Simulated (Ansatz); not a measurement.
# Dielectric response of CaSe (001) films

Aim: the electronic and static ε of rocksalt CaSe (001) from films of three thicknesses in a field.

Program: Ansatz 0.2.0. Level of theory: plane-wave DFT, PBE, Ansatz PAW, in the first sound run; inputs show where later runs differ. Results are calculated unless marked as measured.

### 1. Set-up

The cell holds 6 atoms: 3 Ca and 3 Se. Cell: a = 4.186 Å, b = 4.186 Å, c = 23.920 Å, α = 90.0°, β = 90.0°, γ = 90.0°. It derives from CaSe (rocksalt CaSe). Vacuum lies along c.

### 2. Relaxation, 6 atoms, units 3

The structure is relaxed first, because levels and dipoles at a surface follow the positions of the outer atoms.

input.yaml reads:

```yaml
crystal:
  lattice:
    - [4.18607214, 0.0, 0.0]
    - [0.0, 4.18607214, 0.0]
    - [0.0, 0.0, 23.92]
  atoms:
    - { symbol: Ca, position: [0.5, 0.5, 0.3762541806] }
    - { symbol: Se, position: [0.0, 0.0, 0.3762541806] }
    - { symbol: Ca, position: [0.0, 0.0, 0.5] }
    - { symbol: Se, position: [0.5, 0.5, 0.5] }
    - { symbol: Ca, position: [0.5, 0.5, 0.6237458194] }
    - { symbol: Se, position: [0.0, 0.0, 0.6237458194] }
kpoints:
  mp_grid: { grid: [6, 6, 1] }
hamiltonian:
  xc: pbe
scf:
  occupations: { method: fixed }
  convergence: { dr2_threshold: 1.0e-09 }
efield:
  axis: 3
  dipole_correction: true
  ramp_position: 0.97
  ramp_width: 0.06
relax:
  f_tol: 0.003
  max_steps: 100
output:
  write_potential: true
  write_density: true
  volumetric_format: npy
```

Launch:

```
$ ansatz run input.yaml --threads 4 --pin off --max-ram 8192MiB --backend cpu --events-out ev --progress --plain --runs-dir out
```

Numbers of over 12 decimals in the logs are rounded to 6 here.

Output:

```text
Engine: ansatz 0.2.0, aarch64-unknown-linux-gnu
Pseudopotentials: kind: paw
Pseudopotential: Ca, paw, valence charge 10, recommended cutoff 420 eV (normal), Ca.paw.azcp
Pseudopotential: Se, paw, valence charge 16, recommended cutoff 420 eV (normal), Se.paw.azcp
Functional definition: PBE
  parameter kappa = 0.804
  parameter beta = 0.066725
  exchange = pbe_x(kappa = kappa, mu = beta*pi^2/3)
  correlation = pbe_c(beta = beta)
Crystal: 6 atoms, lattice volume = 419.155 Å³
Basis set: ecut = 420 eV, 8103 PW (Γ), exchange–correlation on 60×60×320 points (8 copies of the dense FFT grid, shifted against one another)
Bands: 47, of which v1, the nominal top of the filled ones, is band 39 counted from 1 (38 counted from 0)
Symmetry: 8 space group operations
k-points: 10 of 36
Non-local potential: Ca, projectors of the file, l = 0: 3, l = 1: 2, l = 2: 2
Non-local potential: Se, projectors of the file, l = 0: 2, l = 1: 2, l = 2: 3, l = 3: 1
PAW form: soft (Blöchl's): semilocal exchange-correlation on the pseudo side does not see the compensation charge
PAW one-centre angular grid: Ca, 110 points (default); XC on 64 Gauss nodes
PAW one-centre angular grid: Se, 590 points (default); XC on 64 Gauss nodes
Initial density: superposition of atomic densities (neutral atoms: chi_scale 0, normalization atom), corrected by the library's trained network
Initial wavefunctions: pseudopotential atomic-orbital guess
Functional: x = pbe(κ = 0.804, μ = 0.219515), c = pbe(β = 0.066725)
SCF iter   1: F=—  HF=-21869.158694 eV  |F-HF|=—  |Δ(HF+E_count)|=         —  Δρ=6.89e-4  dr2=5.78e-3  ethr=1.77e-3  p=0.000 e·Å  D=1.80e-14 V/Å  ΔV_dip=-0.00 eV  dr2_dipole=3.79e-10  V_vac-E_F(+/−)=4.31/4.31 eV  ⟨swp⟩=6.7  Hψ=1826  notcnv=0  defer=51
efield: sawtooth ramp at fractional position 0.9700 (set: `efield.ramp_position`, or a place that a band, a saddle search or an elastic batch's reference lends), width 0.0600; the density the first Hamiltonian is built on has a dipole p = 0.000 e·Å; the dipole correction subtracts the counter field D = 1.80e-14 V/Å, which shifts the + side's vacuum level by -0.00 eV against the − side's; the planar-averaged density in the ramp window peaks in size at 1.6e-5 e/Å³
preconditioner: auto → Resta (q_TF=auto, 2.061 Å⁻¹)  ε∞=2.2  [insulator: Δε(μ)=2.273 eV  Ē_g=8.122 eV  n_scr=58 (ndim 8)  ℏωp=8.9 eV  f_vac=0.596  ε∞_Penn≈2.2  vacuum switching on, ρ_ref=4.8e-3 e/Å³]
SCF iter   2: F=—  HF=-21869.158871 eV  |F-HF|=—  |Δ(HF+E_count)|=   1.77e-4  Δρ=2.95e-4  dr2=7.83e-4  ethr=7.41e-6  p=-0.000 e·Å  D=-3.62e-6 V/Å  ΔV_dip=0.00 eV  dr2_dipole=4.25e-10  V_vac-E_F(+/−)=4.33/4.33 eV  ⟨swp⟩=4.2  Hψ=758  notcnv=0  defer=60
density mixer auto → msr1: gapped (density of states about μ 0.02 of a free-electron gas's, 58 screened modes)
SCF iter   3: F=—  HF=-21869.159424 eV  |F-HF|=—  |Δ(HF+E_count)|=   5.52e-4  Δρ=1.32e-4  dr2=1.35e-4  ethr=1.00e-6  p=0.000 e·Å  D=2.47e-6 V/Å  ΔV_dip=-0.00 eV  dr2_dipole=2.78e-10  V_vac-E_F(+/−)=4.37/4.37 eV  ⟨swp⟩=3.5  Hψ=821  notcnv=0  defer=60
SCF iter   4: F=—  HF=-21869.159572 eV  |F-HF|=—  |Δ(HF+E_count)|=   1.48e-4  Δρ=4.31e-5  dr2=1.26e-5  ethr=1.73e-7  p=-0.000 e·Å  D=-2.93e-6 V/Å  ΔV_dip=0.00 eV  dr2_dipole=3.35e-10  V_vac-E_F(+/−)=4.38/4.38 eV  ⟨swp⟩=2.5  Hψ=730  notcnv=0  defer=60
SCF iter   5: F=—  HF=-21869.159564 eV  |F-HF|=—  |Δ(HF+E_count)|=   7.45e-6  Δρ=1.01e-5  dr2=5.33e-7  ethr=1.62e-8  p=0.000 e·Å  D=3.42e-6 V/Å  ΔV_dip=-0.00 eV  dr2_dipole=4.97e-10  V_vac-E_F(+/−)=4.39/4.39 eV  ⟨swp⟩=2.0  Hψ=839  notcnv=0  defer=58
SCF iter   6: F=—  HF=-21869.159731 eV  |F-HF|=—  |Δ(HF+E_count)|=   1.67e-4  Δρ=4.10e-6  dr2=6.38e-8  ethr=6.83e-10  p=-0.000 e·Å  D=-2.31e-6 V/Å  ΔV_dip=0.00 eV  dr2_dipole=2.16e-10  V_vac-E_F(+/−)=4.39/4.39 eV  ⟨swp⟩=2.0  Hψ=856  notcnv=0  defer=54
SCF iter   7: F=—  HF=-21869.159732 eV  |F-HF|=—  |Δ(HF+E_count)|=   2.40e-7  Δρ=1.07e-6  dr2=6.53e-9  ethr=8.18e-11  p=0.000 e·Å  D=2.93e-6 V/Å  ΔV_dip=-0.00 eV  dr2_dipole=3.59e-10  V_vac-E_F(+/−)=4.39/4.39 eV  ⟨swp⟩=2.2  Hψ=786  notcnv=0  defer=55
SCF iter   8: F=-21869.159732 eV  HF=-21869.159732 eV  |F-HF|=9.75e-10  |Δ(HF+E_count)|=   1.03e-8  Δρ=2.85e-7  dr2=7.42e-10  ethr=1.28e-12  p=-0.000 e·Å  D=-2.25e-6 V/Å  ΔV_dip=0.00 eV  dr2_dipole=2.16e-10  V_vac-E_F(+/−)=4.39/4.39 eV  ⟨swp⟩=8.4  Hψ=2655  notcnv=0
SCF 1 converged in 8 iterations: F = -21869.159732 eV  dr2 = 7.42e-10
  greatest PAW one-centre occupation: 1.000 electrons in one spin orbital (limit 2), on the Se atom at site 3 (counted from 0), in its partial waves of l = 2
relax step   1: F+E_penalty+E_count = -21869.15973157 eV  Δ(F+E_penalty+E_count) = +0.000e0 eV  max|allowed force component| = 3.717e-1 eV/Å  Δτ_max = 0.0000 Å  (8 SCF iters, accepted)
Initial density: handed on by an earlier stage of this run
Initial wavefunctions: those handed on with the density
iter 1 solved again at ethr=3.25e-4 eV; its pass at ethr=3.10e-3 eV (dr2=2.53e-1 eV) is discarded
SCF iter   1: F=—  HF=-21869.193754 eV  |F-HF|=—  |Δ(HF+E_count)|=         —  Δρ=3.03e-3  dr2=2.51e-1  ethr=3.25e-4  p=-0.000 e·Å  D=-2.25e-6 V/Å  ΔV_dip=0.00 eV  dr2_dipole=7.70e-10  V_vac-E_F(+/−)=4.51/4.51 eV  ⟨swp⟩=1.2  Hψ=1786  notcnv=0  defer=55
efield: sawtooth ramp at fractional position 0.9700 (set: `efield.ramp_position`, or a place that a band, a saddle search or an elastic batch's reference lends), width 0.0600; the density the first Hamiltonian is built on has a dipole p = -0.000 e·Å; the dipole correction subtracts the counter field D = -2.25e-6 V/Å, which shifts the + side's vacuum level by +0.00 eV against the − side's; the planar-averaged density in the ramp window peaks in size at 1.7e-6 e/Å³
preconditioner: auto → Resta (q_TF=auto, 2.061 Å⁻¹)  ε∞=2.2  [insulator: Δε(μ)=2.347 eV  Ē_g=8.140 eV  n_scr=58 (ndim 8)  ℏωp=8.9 eV  f_vac=0.599  ε∞_Penn≈2.2  vacuum switching on, ρ_ref=4.8e-3 e/Å³]
SCF iter   2: F=—  HF=-21869.148191 eV  |F-HF|=—  |Δ(HF+E_count)|=   4.56e-2  Δρ=1.71e-3  dr2=1.53e-2  ethr=3.22e-4  p=0.000 e·Å  D=3.81e-6 V/Å  ΔV_dip=-0.00 eV  dr2_dipole=1.10e-10  V_vac-E_F(+/−)=4.90/4.90 eV  ⟨swp⟩=3.8  Hψ=589  notcnv=0  defer=61  κ⁻¹=1.0e0(r=1)
density mixer auto → broyden: gapped, where msr1 would fit the directions that read negative (density of states about μ 0.03 of a free-electron gas's, 58 screened modes)
SCF iter   3: F=—  HF=-21869.150110 eV  |F-HF|=—  |Δ(HF+E_count)|=   1.92e-3  Δρ=8.24e-4  dr2=4.01e-3  ethr=1.96e-5  p=0.000 e·Å  D=1.55e-6 V/Å  ΔV_dip=-0.00 eV  dr2_dipole=4.19e-11  V_vac-E_F(+/−)=4.97/4.97 eV  ⟨swp⟩=3.0  Hψ=721  notcnv=0  defer=62  κ⁻¹=2.3e-2(r=2)
[...]
SCF iter   6: F=—  HF=-21869.208270 eV  |F-HF|=—  |Δ(HF+E_count)|=   1.59e-4  Δρ=1.49e-5  dr2=6.55e-7  ethr=8.50e-9  p=0.000 e·Å  D=7.32e-7 V/Å  ΔV_dip=-0.00 eV  dr2_dipole=4.59e-12  V_vac-E_F(+/−)=4.79/4.79 eV  ⟨swp⟩=2.2  Hψ=642  notcnv=0  defer=51  κ⁻¹=2.3e-5(r=5)
SCF iter   7: F=—  HF=-21869.208270 eV  |F-HF|=—  |Δ(HF+E_count)|=   1.94e-7  Δρ=4.49e-6  dr2=5.46e-8  ethr=8.40e-10  p=0.000 e·Å  D=1.34e-6 V/Å  ΔV_dip=-0.00 eV  dr2_dipole=3.01e-12  V_vac-E_F(+/−)=4.79/4.79 eV  ⟨swp⟩=2.0  Hψ=653  notcnv=0  defer=51  κ⁻¹=5.6e-7(r=6)
SCF iter   8: F=—  HF=-21869.208270 eV  |F-HF|=—  |Δ(HF+E_count)|=   6.13e-8  Δρ=9.06e-7  dr2=3.50e-9  ethr=7.00e-11  p=0.000 e·Å  D=6.89e-7 V/Å  ΔV_dip=-0.00 eV  dr2_dipole=5.90e-12  V_vac-E_F(+/−)=4.79/4.79 eV  ⟨swp⟩=2.0  Hψ=581  notcnv=0  defer=51  κ⁻¹=1.8e-7(r=7)
SCF iter   9: F=-21869.208270 eV  HF=-21869.208270 eV  |F-HF|=7.53e-10  |Δ(HF+E_count)|=   4.25e-9  Δρ=3.42e-7  dr2=2.78e-10  ethr=1.28e-12  p=0.000 e·Å  D=1.26e-6 V/Å  ΔV_dip=-0.00 eV  dr2_dipole=1.59e-12  V_vac-E_F(+/−)=4.79/4.79 eV  ⟨swp⟩=8.0  Hψ=2635  notcnv=0
SCF 3 converged in 9 iterations: F = -21869.208270 eV  dr2 = 2.78e-10
relax step   3: F+E_penalty+E_count = -21869.20827043 eV  Δ(F+E_penalty+E_count) = -4.854e-2 eV  max|allowed force component| = 2.248e-2 eV/Å  Δτ_max = 0.0675 Å  (9 SCF iters, accepted)
[...]
relax step   4: F+E_penalty+E_count = -21869.20839722 eV  Δ(F+E_penalty+E_count) = -1.268e-4 eV  max|allowed force component| = 3.706e-3 eV/Å  Δτ_max = 0.0048 Å  (6 SCF iters, accepted)
SCF iter   1: F=—  HF=-21869.208254 eV  |F-HF|=—  |Δ(HF+E_count)|=         —  Δρ=4.43e-5  dr2=3.01e-5  ethr=1.38e-7  p=-0.000 e·Å  D=-1.10e-7 V/Å  ΔV_dip=0.00 eV  dr2_dipole=1.35e-12  V_vac-E_F(+/−)=4.78/4.78 eV  ⟨swp⟩=3.5  Hψ=882  notcnv=0  defer=60
efield: sawtooth ramp at fractional position 0.9700 (set: `efield.ramp_position`, or a place that a band, a saddle search or an elastic batch's reference lends), width 0.0600; the density the first Hamiltonian is built on has a dipole p = -0.000 e·Å; the dipole correction subtracts the counter field D = -1.10e-7 V/Å, which shifts the + side's vacuum level by +0.00 eV against the − side's; the planar-averaged density in the ramp window peaks in size at 1.1e-5 e/Å³
preconditioner: auto → Resta (q_TF=auto, 2.061 Å⁻¹)  ε∞=2.2  [insulator: Δε(μ)=2.260 eV  Ē_g=8.089 eV  n_scr=58 (ndim 8)  ℏωp=8.9 eV  f_vac=0.595  ε∞_Penn≈2.2  vacuum switching on, ρ_ref=4.7e-3 e/Å³]
SCF iter   2: F=—  HF=-21869.208244 eV  |F-HF|=—  |Δ(HF+E_count)|=   9.92e-6  Δρ=1.95e-5  dr2=1.64e-6  ethr=3.86e-8  p=0.000 e·Å  D=1.41e-7 V/Å  ΔV_dip=-0.00 eV  dr2_dipole=6.93e-14  V_vac-E_F(+/−)=4.78/4.78 eV  ⟨swp⟩=2.0  Hψ=634  notcnv=0  defer=58  κ⁻¹=1.0e0(r=1)
density mixer auto → broyden: gapped, where msr1 would fit the directions that read negative (density of states about μ 0.02 of a free-electron gas's, 58 screened modes)
SCF iter   3: F=—  HF=-21869.208409 eV  |F-HF|=—  |Δ(HF+E_count)|=   1.65e-4  Δρ=1.02e-5  dr2=4.80e-7  ethr=2.10e-9  p=0.000 e·Å  D=8.66e-8 V/Å  ΔV_dip=-0.00 eV  dr2_dipole=1.56e-14  V_vac-E_F(+/−)=4.78/4.78 eV  ⟨swp⟩=2.0  Hψ=539  notcnv=0  defer=49  κ⁻¹=1.5e-2(r=2)
SCF iter   4: F=—  HF=-21869.208409 eV  |F-HF|=—  |Δ(HF+E_count)|=   1.10e-8  Δρ=1.95e-6  dr2=2.56e-8  ethr=6.15e-10  p=0.000 e·Å  D=3.42e-8 V/Å  ΔV_dip=-0.00 eV  dr2_dipole=7.47e-14  V_vac-E_F(+/−)=4.78/4.78 eV  ⟨swp⟩=2.0  Hψ=562  notcnv=0  defer=49  κ⁻¹=9.2e-4(r=3)
SCF iter   5: F=—  HF=-21869.208409 eV  |F-HF|=—  |Δ(HF+E_count)|=   2.46e-8  Δρ=7.74e-7  dr2=2.85e-9  ethr=3.29e-11  p=0.000 e·Å  D=1.21e-7 V/Å  ΔV_dip=-0.00 eV  dr2_dipole=5.82e-14  V_vac-E_F(+/−)=4.78/4.78 eV  ⟨swp⟩=2.2  Hψ=674  notcnv=0  defer=49  κ⁻¹=1.1e-4(r=4)
SCF iter   6: F=-21869.208409 eV  HF=-21869.208409 eV  |F-HF|=1.44e-9  |Δ(HF+E_count)|=   1.34e-8  Δρ=2.15e-7  dr2=1.53e-10  ethr=1.28e-12  p=0.000 e·Å  D=5.40e-8 V/Å  ΔV_dip=-0.00 eV  dr2_dipole=3.06e-14  V_vac-E_F(+/−)=4.78/4.78 eV  ⟨swp⟩=7.9  Hψ=2486  notcnv=0
SCF 5 converged in 6 iterations: F = -21869.208409 eV  dr2 = 1.53e-10
relax step   5: F+E_penalty+E_count = -21869.20840942 eV  Δ(F+E_penalty+E_count) = -1.220e-5 eV  max|allowed force component| = 3.934e-4 eV/Å  Δτ_max = 0.0017 Å  (6 SCF iters, accepted)
NSCF: frozen V_eff on 10 k-points
the search or the solves at the SCF's close seem to have found levels that the self-consistency loop had missed (the run counts 2). By its estimate they hold under 1e-12 electrons; where the run keeps them, the occupations were computed again with them
WARN: The output density's exchange-correlation potential varies sharply where the density is thin. Do not read a vacuum level from v_tot or v_xc, or from such a field of the output density. On a cell that repeats whose density bears no net charge and no dipole along the vacuum's axis use v_es (v_loc + v_h of the components); under efield.dipole_correction with no amplitude use v_es + v_field, which holds any externa [...]
SCF converged after 6 iterations
Stability not checked: this state was not tested for a lower state beside it, because the mixer in use, unlike msr1, does not test its closes by its own steps (another_mixer; see scf.mixing.algorithm and scf.lower_state_search)
Free energy (F): -21869.208409 eV
Harris-Foulkes:  -21869.208409 eV  (|F-HF|=1.44e-9)
Internal energy: -21869.208409 eV  (E = F + TS)
E sigma→0 (E₀):  -21869.208409 eV
Fermi energy:    -0.392617 eV
Dipole field:    D = 0.000000 V/Å  (p = 0.000001 e·Å, saw-weighted, corrected)
Work function:   Φ+ = 4.7788 eV   Φ− = 4.7788 eV
Levels:          The Fermi level and band energies are counted from a zero that moves with the ramp; work functions are not
--- Per-component energies (eV) ---
  E_band       = -2106.662267
  E_kinetic    = 1192.208690
  E_local      = -61444.922808  (includes V_loc(G=0)·N_el)
  E_nonlocal   = -1599.409147
  E_hartree    = 30045.973356
  E_xc         = -727.850124
  E_vxc        = -812.680111  (∫ρ·V_xc dr)
  E_paw        = -8307.393195  (= ΣΔE_a)
  E_vpaw       = 466.196548  (= ΣTr[D̂ρ^β])
  E_aug_tail   = -0.001782  (compensation charges beyond the density's cutoff)
  E_efield     = 0.000000  (sawtooth field / dipole correction)
  E_vefield    = 0.000000  (∫n·V_field dr)
  E_ewald      = 18972.186601
  E_smearing   = -0.000000  (= −TS)
  E_closure    = 0.000000  (closes the sum)
  Σ components = -21869.208409   (vs F -21869.208409, Δ=0.00e0)
--- Forces (eV/Å), atoms counted from 1 ---
  atom   1  Ca     0.00000000     0.00000000    -0.00010519
  atom   2  Se     0.00000000     0.00000000    -0.00039262
  atom   3  Ca    -0.00000000     0.00000000    -0.00000058
  atom   4  Se    -0.00000000     0.00000000     0.00000112
  atom   5  Ca    -0.00000000     0.00000000     0.00010377
  atom   6  Se    -0.00000000     0.00000000     0.00039333
  max |Σ_I F_I| component: 1.71e-7 eV/Å
--- Band table (eV; the first three rows and the last of 10) ---
  k-point 0: bands = [... 35 lower, -0.5946, -0.5946, -0.3926, -0.3926, 1.8664, 2.4365, 2.5586, 3.0712, ... 4 higher]
  k-point 1: bands = [... 35 lower, -1.1087, -0.8541, -0.7806, -0.6359, 2.4784, 2.8909, 2.9257, 3.3254, ... 4 higher]
  k-point 2: bands = [... 35 lower, -1.2406, -1.0995, -1.0968, -1.0355, 3.2376, 3.3614, 3.7191, 4.0090, ... 4 higher]
  k-point 9: bands = [... 35 lower, -1.5376, -1.5376, -1.1243, -0.7352, 2.1719, 2.1719, 3.6798, 3.6798, ... 4 higher]
--- Relaxed structure (5 steps of the walk, 4 accepted, 0 SCFs on fresh bases) ---
  F+E_penalty+E_count = -21869.20840942 eV   max|allowed force component| = 3.934e-4 eV/Å
  atoms:
    - { symbol: Ca, position: [0.5, 0.5, 0.378813] }
    - { symbol: Se, position: [0, 0.0, 0.373332] }
    - { symbol: Ca, position: [0, 0.0, 0.500000] }
    - { symbol: Se, position: [0.5, 0.5, 0.500000] }
    - { symbol: Ca, position: [0.5, 0.5, 0.621187] }
    - { symbol: Se, position: [0, 0.0, 0.626668] }
```

Run time: 22 s. Hardware: 4 threads of Arm Neoverse V1, shared host; peak memory 0.78 GiB.

The steps of the relaxation:

| step | energy less that of the first step (eV) | largest force component (eV/Å) |
| --- | --- | --- |
| 1 | 0.0000 | 0.3717 |
| 2 | 0.0092 | 0.4786 |
| 3 | -0.0485 | 0.0225 |
| 4 | -0.0487 | 0.0037 |
| 5 | -0.0487 | 0.0004 |

Relaxation step 2 was tried and not accepted.

The run keeps the 8 symmetry operations that it works with, so distortions that break them were not tested.

The atoms that moved most (Å):

| atom | dx | dy | dz | length |
| --- | --- | --- | --- | --- |
| Se2 | 0.000 | 0.000 | -0.070 | 0.070 |
| Se6 | 0.000 | 0.000 | 0.070 | 0.070 |
| Ca1 | 0.000 | 0.000 | 0.061 | 0.061 |
| Ca5 | 0.000 | 0.000 | -0.061 | 0.061 |

The relaxed structure:

```xyz
6
Lattice="4.1861 0.0000 0.0000 0.0000 4.1861 0.0000 0.0000 0.0000 23.9200" Properties=species:S:1:pos:R:3
Ca    2.0930    2.0930    9.0612
Se    0.0000    0.0000    8.9301
Ca    0.0000    0.0000   11.9600
Se    2.0930    2.0930   11.9600
Ca    2.0930    2.0930   14.8588
Se    0.0000    0.0000   14.9899
```

This step gave:

```yaml
gap_on_the_k_mesh: 2.259 eV
dipole_along_the_normal: 5.02e-7 e·Å
ionisation_energy_upper_face: 4.779 eV
electron_affinity_upper_face: 2.520 eV
```

Running mean over 2.96 Å of the planar mean; the ramp of the sawtooth is left out. Electron's electrostatic potential energy less the highest filled level against z:

z (Å), electron's electrostatic potential energy less the highest filled level (eV) and a bar from the least value:
```
      3.0       4.78 ##############################
      3.5       4.78 ##############################
      4.0       4.78 ##############################
      4.5       4.78 ##############################
      5.0       4.77 ##############################
      5.5       4.75 ##############################
      6.0       4.66 ##############################
      6.5       4.36 ############################
      7.0       3.33 ########################
      7.5       1.38 ################
      8.0      -0.69 #######
      8.5      -1.81 ##
      9.0      -2.09 #
      9.5      -2.14 #
     10.0      -2.17 
     10.5      -2.25 
     11.0      -2.24 
     11.5      -2.25 
     12.0      -2.25 
     12.5      -2.25 
     13.0      -2.25 
     13.5      -2.25 
     14.0      -2.16 
     14.5      -2.14 
     15.0      -2.07 #
     15.5      -1.71 ##
     16.0      -0.41 ########
     16.5       1.73 #################
     17.0       3.56 #########################
     17.5       4.44 #############################
     18.0       4.68 ##############################
     18.5       4.75 ##############################
     19.0       4.77 ##############################
     19.5       4.78 ##############################
     20.0       4.78 ##############################
     20.5       4.78 ##############################
```

The relaxation took 5 steps and lowered the energy by 0.049 eV; the largest force on the free atoms ends at 3.9e-4 eV/Å.

The gap is 2.26 eV, with the valence edge 4.78 eV and the conduction edge 2.52 eV under the upper vacuum level.

(Continued in part 2 of 5.)

[Logs are printed without paths, hosts, clocks, repeated set-up lines and the standing remarks that a program may print on its own settings, such as how far it seeks lower states.]

[Hosts, paths, dates, database ids (printed as entryN), source tags and the programs' standing remarks are cut or masked in the printed files.]

[Maps of the electrostatic potential energy from Ansatz leave out the sawtooth potential of an applied field or a dipole correction, so their vacuum need not be flat; planar profiles and work functions include it.]
